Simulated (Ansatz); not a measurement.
## Vibrational response of Sn

Method: DFT PBE, scalar-relativistic, plane waves, PAW (Ansatz). Cutoff 420 eV, 14×14×14 k-points (Γ-centred), Fermi-Dirac smearing of 0.15 eV. No spin polarisation. Phonons by linear response, acoustic sum rule imposed.

Relaxed structure:
```
CELL_PARAMETERS angstrom
-2.97425 2.97425 1.61043
2.97425 -2.97425 1.61043
2.97425 2.97425 -1.61043
ATOMIC_POSITIONS crystal
Sn 0.75000 0.25000 0.50000
Sn 0.00000 0.00000 0.00000
```

In a metal, frequencies and elastic constants depend on the k mesh and the smearing, soft modes and shear constants most.

(1) Is this structure stable against zone-centre distortions?

(2) List the optical modes at Γ (i marks imaginary ones).

Answers

(1) Yes, at Γ: no optical mode is imaginary. Strains and other wave vectors aren't tested by this run.

(2)
```tsv
frequency (cm⁻¹)	degeneracy
41	1
118	2
```

Cost: 1 run of about 3.7 core-minutes, on Intel Xeon Processor @ 2.50GHz (Skylake/Cascade Lake) (shared hosts).